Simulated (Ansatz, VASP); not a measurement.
BiTe: VASP beside Ansatz

```xyz
2
Lattice="0.0000 3.2984 3.2984 3.2984 0.0000 3.2984 3.2984 3.2984 0.0000" Properties=species:S:1:pos:R:3 pbc="T T T"
Bi    0.0000    0.0000    0.0000
Te    3.2984    3.2984    3.2984
```

Change from the starting cell: volume scaled by 1.06.

Alike in both runs: task single point; functional PBEsol; k mesh 7 × 7 × 7; occupations fermi-dirac, width 0.05 eV; no spin polarisation.

|  | VASP | Ansatz |
| --- | --- | --- |
| version | VASP 6.6.1 | Ansatz 0.2.0 |
| potentials or method | VASP PAW PBE potentials, release 64 (Bi_d, Te) | Ansatz PAW |
| plane-wave cutoff (eV) | 520 | 420 |
| valence electrons in the cell | 21 | 31 |

```tsv
	VASP	Ansatz	Ansatz less VASP
gap on the k mesh at the Fermi level (eV)	none	none	-
pressure (GPa)	-3.9	-3.9	+0.03
```

A gap of «none» marks a metal or a gap that the smearing closes. The two sets of potentials don't hold the same shells in valence.

Caveats: spin-orbit coupling is left out, which moves the levels of the heavy elements; the PAW data sets were made with another functional, which shifts forces and pressure a little (VASP); the PAW data sets come from PBE, with cores solved anew for the run's functional, which leaves a small shift of forces and pressure (Ansatz).
